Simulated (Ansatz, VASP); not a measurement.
**Ge in VASP and in Ansatz**

```
CELL_PARAMETERS angstrom
2.95889 0.00000 0.00000
0.00000 2.95889 0.00000
0.00000 0.00000 3.03167
ATOMIC_POSITIONS crystal
Ge 0.00000 0.00000 0.00000
```

Alike in both runs: task relaxation of cell and atoms; functional PBE; k mesh 6 × 6 × 6; occupations gaussian, width 0.1 eV; no spin polarisation.

|  | VASP | Ansatz |
| --- | --- | --- |
| version | VASP 6.6.1 | Ansatz 0.2.0 |
| potentials or method | VASP PAW PBE potentials, release 64 (Ge_d) | scalar-relativistic, plane waves, PAW |
| plane-wave cutoff (eV) | 600 | 420 |
| valence electrons in the cell | 14 | 14 |

|  | VASP | Ansatz | Ansatz less VASP |
| --- | --- | --- | --- |
| gap on the k mesh at the Fermi level, each at its own relaxed structure (eV) | none | none | - |
| relaxed volume (Å³/atom) | 19.81 | 19.76 | -0.050 |
| relaxed cell length with the largest relative difference (Å) | 2.723 | 2.720 | -0.0030 |
| energy change over the relaxation (meV/atom) | -286 | -286 | -0.4 |

A gap of «none» marks a metal or a gap that the smearing closes.

Caveats: the volume moved by over 15 % at a fixed basis, so the end points are rough.
